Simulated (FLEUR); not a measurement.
# BN (F-43m) in FLEUR: settings compared, part 2 of 2

FLEUR MaX-R8.1 (later development tree).

## (3) Equation of state, LDA, 5.60 Å³/atom (volume scaled by 0.94)

inp.xml

```xml
<?xml version="1.0" encoding="UTF-8" standalone="no"?>
<fleurInput fleurInputVersion="0.39">
   <comment>
      BN                                                                                                  
   </comment>
   <calculationSetup>
      <cutoffs Kmax="5.41" Gmax="16.8" GmaxXC="16.8" numbands="0"/>
      <scfLoop itmax="60" minDistance="0.00001" maxIterBroyd="15" imix="Anderson" alpha="0.05" precondParam="0.0" spinf="2.0" sdNocoIR="T"/>
      <coreElectrons ctail="T" frcor="F" kcrel="0" coretail_lmax="0"/>
      <xcFunctional name="vwn" relativisticCorrections="F"/>
      <magnetism jspins="1"/>
      <soc l_soc="F" theta="0.0" phi="0.0" spav="F"/>
      <expertModes spex="0" secvar="F"/>
      <geometryOptimization l_f="F" forcealpha="1.0" forcemix="BFGS" epsdisp="0.00001" epsforce="0.00001"/>
      <ldaU l_linMix="F" mixParam="0.05" spinf="1.0"/>
   </calculationSetup>
   <cell>
      <bzIntegration valenceElectrons="8.0" mode="hist" fermiSmearingEnergy="0.00183747">
         <kPointListSelection listName="default-1"/>
         <!-- k-points included here -->
         <xi:include xmlns:xi="http://www.w3.org/2001/XInclude" href="kpts.xml"> </xi:include>
      </bzIntegration>
      <!-- symmetry operations included here -->
      <xi:include xmlns:xi="http://www.w3.org/2001/XInclude" href="sym.xml"> </xi:include>
      <bulkLattice scale="0.9795861087">
         <bravaisMatrix>
            <row-1>    0.0000000000000000     3.4260753536259245     3.4260753536259245</row-1>
            <row-2>    3.4260753536259245     0.0000000000000000     3.4260753536259245</row-2>
            <row-3>    3.4260753536259245     3.4260753536259245     0.0000000000000000</row-3>
         </bravaisMatrix>
      </bulkLattice>
   </cell>
   <atomSpecies>
      <species name="Nitrogen (N)" element="N" atomicNumber="7">
         <mtSphere radius="1.33" gridPoints="453" logIncrement="0.023"/>
         <atomicCutoffs lmax="8" lnonsphr="8"/>
         <electronConfig flipSpins="F">
            <coreConfig>(1s1/2)</coreConfig>
            <valenceConfig>(2s1/2) (2p1/2) (2p3/2)</valenceConfig>
            <stateOccupation state="(2p1/2)" spinUp="0.500000" spinDown="0.500000"/>
            <stateOccupation state="(2p3/2)" spinUp="1.000000" spinDown="1.000000"/>
         </electronConfig>
         <energyParameters s="2" p="2" d="3" f="4"/>
         <lo type="SCLO" l="0" n="2" eDeriv="2"/>
         <lo type="SCLO" l="1" n="2" eDeriv="2"/>
         <lo type="SCLO" l="2" n="3" eDeriv="2"/>
      </species>
      <species name="Boron (B)" element="B" atomicNumber="5">
         <mtSphere radius="1.33" gridPoints="453" logIncrement="0.022"/>
         <atomicCutoffs lmax="8" lnonsphr="8"/>
         <electronConfig flipSpins="F">
            <coreConfig>(1s1/2)</coreConfig>
            <valenceConfig>(2s1/2) (2p1/2) (2p3/2)</valenceConfig>
            <stateOccupation state="(2p1/2)" spinUp="0.166667" spinDown="0.166667"/>
            <stateOccupation state="(2p3/2)" spinUp="0.333333" spinDown="0.333333"/>
         </electronConfig>
         <energyParameters s="2" p="2" d="3" f="4"/>
         <lo type="SCLO" l="0" n="2" eDeriv="2"/>
         <lo type="SCLO" l="1" n="2" eDeriv="2"/>
         <lo type="SCLO" l="2" n="3" eDeriv="2"/>
      </species>
   </atomSpecies>
   <atomGroups>
      <atomGroup species="Nitrogen (N)">
         <relPos label="                   1">1.000/4.000 1.000/4.000 1.000/4.000</relPos>
         <force calculate="T" relaxXYZ="TTT"/>
      </atomGroup>
      <atomGroup species="Boron (B)">
         <relPos label="                   2">.0000000000 .0000000000 .0000000000</relPos>
         <force calculate="T" relaxXYZ="TTT"/>
      </atomGroup>
   </atomGroups>
   <output dos="F" band="F" slice="F">
      <checks vchk="F" cdinf="F"/>
      <bandDOS minEnergy="-.5*Htr" maxEnergy="0.5*Htr" sigma="0.015" storeEVData="T"/>
      <vacuumDOS vacdos="F" integ="F" star="F" nstars="0" locx1="0.0" locy1="0.0" locx2="0.0" locy2="0.0" nstm="0" tworkf="0.0"/>
      <unfoldingBand unfoldBand="F" supercellX="1" supercellY="1" supercellZ="1"/>
      <plotting iplot="0" polar="F">
         <plot TwoD="T" vec1="  1.0  0.0  0.0" vec2="  0.0  1.0  0.0" vec3="  0.0  0.0  1.0" zero="  0.0  0.0  0.0" file="plot"/>
      </plotting>
      <chargeDensitySlicing numkpt="0" minEigenval="0.0" maxEigenval="0.0" nnne="0" pallst="F"/>
      <specialOutput eonly="F"/>
      <moessbauerParams electricFieldGradient="T" isomerShift="T" coreHyperfine="T" valenceHyperfine="T"/>
      <magneticCircularDichroism mcd="F" energyLo="-10.0" energyUp="0.0"/>
   </output>
  <!-- We include the file relax.xml here to enable relaxations (see documentation) -->
  <xi:include xmlns:xi="http://www.w3.org/2001/XInclude" href="relax.xml"> <xi:fallback/> </xi:include>
</fleurInput>
```

Potentials or basis: all-electron, FLAPW.

Launch:

```bash
> inpgen -f crystal.txt -profile fastHighL
> # inp.xml edited to the form shown
> fleur_MPI
```

It took 17 s on 1 thread of Intel Xeon 6975P-C (Granite Rapids), shared host; peak memory 0.05 GiB.

The run converged. Its results:

| Item | Value |
| --- | --- |
| Free energy | -2153.0222 eV |
| Band gap on the k mesh | 4.49 eV, indirect (least direct gap 8.94 eV) |
| Valence electrons inside the program's atomic spheres | N 3.24; B 1.07 (radii N 1.33, B 1.33 bohr) |

Caveat: an odd mesh through Γ misses points on the zone boundary, where band edges often lie.

## (4) Equation of state, LDA, 5.72 Å³/atom (volume scaled by 0.96)

inp.xml: that of step 3 with these lines changed.

```diff
@@ -24,3 +24,3 @@
       <xi:include xmlns:xi="http://www.w3.org/2001/XInclude" href="sym.xml"> </xi:include>
-      <bulkLattice scale="0.9795861087">
+      <bulkLattice scale="0.9864848297">
          <bravaisMatrix>
```

Launch:

```bash
> inpgen -f crystal.txt -profile fastHighL
> # inp.xml edited to the form shown
> fleur_MPI
```

Run time: 17 s. Hardware: 1 thread of Intel Xeon 6975P-C (Granite Rapids), shared host; peak memory 0.05 GiB.

Results (log left out):

```
Free energy                                           : -2153.0305 eV
Band gap on the k mesh                                : 4.47 eV, indirect (least direct gap 8.84 eV)
Valence electrons inside the program's atomic spheres : N 3.22; B 1.05 (radii N 1.33, B 1.33 bohr)
```

Caveat: an odd mesh through Γ misses points on the zone boundary, where band edges often lie.

## (5) Equation of state, LDA, 5.96 Å³/atom

inp.xml: that of step 4 with these lines changed.

```diff
@@ -24,3 +24,3 @@
       <xi:include xmlns:xi="http://www.w3.org/2001/XInclude" href="sym.xml"> </xi:include>
-      <bulkLattice scale="0.9864848297">
+      <bulkLattice scale="1.0000000000">
          <bravaisMatrix>
```

Launch:

```bash
> inpgen -f crystal.txt -profile fastHighL
> # inp.xml edited to the form shown
> fleur_MPI
```

It took 19 s on 1 thread of Intel Xeon 6975P-C (Granite Rapids), shared host; peak memory 0.05 GiB.

The run converged. Its results:

```yaml
Free_energy: -2153.0102 eV
Band_gap_on_the_k_mesh: 4.41 eV, indirect (least direct gap 8.64 eV)
Valence_electrons_inside_the_program's_atomic_spheres: N 3.19; B 1.01 (radii N 1.33, B 1.33 bohr)
```

Caveat: an odd mesh through Γ misses points on the zone boundary, where band edges often lie.

## (6) Equation of state, LDA, 6.20 Å³/atom (volume scaled by 1.04)

inp.xml: that of step 5 with these lines changed.

```diff
@@ -24,3 +24,3 @@
       <xi:include xmlns:xi="http://www.w3.org/2001/XInclude" href="sym.xml"> </xi:include>
-      <bulkLattice scale="1.0000000000">
+      <bulkLattice scale="1.0131594038">
          <bravaisMatrix>
```

Potentials or basis: all-electron, FLAPW.

Launch:

```bash
> inpgen -f crystal.txt -profile fastHighL
> # inp.xml edited to the form shown
> fleur_MPI
```

Run time: 20 s. Hardware: 1 thread of Intel Xeon 6975P-C (Granite Rapids), shared host; peak memory 0.05 GiB.

The run converged. Its results:

* Free energy: -2152.9482 eV
* Band gap on the k mesh: 4.36 eV, indirect (least direct gap 8.46 eV)
* Valence electrons inside the program's atomic spheres: N 3.15; B 0.98 (radii N 1.33, B 1.33 bohr)

Caveat: an odd mesh through Γ misses points on the zone boundary, where band edges often lie.

## (7) Equation of state, LDA, 6.32 Å³/atom (volume scaled by 1.06)

inp.xml: that of step 6 with these lines changed.

```diff
@@ -24,3 +24,3 @@
       <xi:include xmlns:xi="http://www.w3.org/2001/XInclude" href="sym.xml"> </xi:include>
-      <bulkLattice scale="1.0131594038">
+      <bulkLattice scale="1.0196128224">
          <bravaisMatrix>
```

Launch:

```bash
> inpgen -f crystal.txt -profile fastHighL
> # inp.xml edited to the form shown
> fleur_MPI
```

It took 20 s on 1 thread of Intel Xeon 6975P-C (Granite Rapids), shared host; peak memory 0.05 GiB.

It converged, with:

| Quantity | Value |
| --- | --- |
| Free energy | -2152.9038 eV |
| Band gap on the k mesh | 4.34 eV, indirect (least direct gap 8.38 eV) |
| Valence electrons inside the program's atomic spheres | N 3.14; B 0.97 (radii N 1.33, B 1.33 bohr) |

Caveat: an odd mesh through Γ misses points on the zone boundary, where band edges often lie.

## (8) Equation of state, LDA

This step only gathers the single runs of the series.

Results:

- Equilibrium volume: 5.74 Å³/atom
- Bulk modulus: 404 GPa
- Pressure derivative of the bulk modulus: 3.7 (rough: it moves with the points fitted)

Energy against volume, from the lowest point:
| volume (Å³/atom) | energy (meV/atom) |
| --- | --- |
| 5.602 | 4.15 |
| 5.721 | 0.00 |
| 5.959 | 10.15 |
| 6.198 | 41.13 |
| 6.317 | 63.31 |

## (9) Against experiment

Step 2. Measured gap of BN: 6.4 eV (indirect; 300 K; a printed reference work, monograph). This calculation gives 4.27 eV (-2.13 eV). The value is that of PBEsol, without temperature or zero-point motion. Semilocal functionals fall short of measured gaps as a rule. The cell is a database's relaxed one, not the measured one, which moves gaps too.

Step 8. Against the measured bulk modulus of BN, 395 GPa (300 K; quoted in “Effect of nanostructuration on compressibility of cubic BN”, 2012, arxiv:1208.3664), the calculated 404 GPa is off by +2.2 %. The fit is for a static lattice scaled at fixed shape and fixed fractional positions.
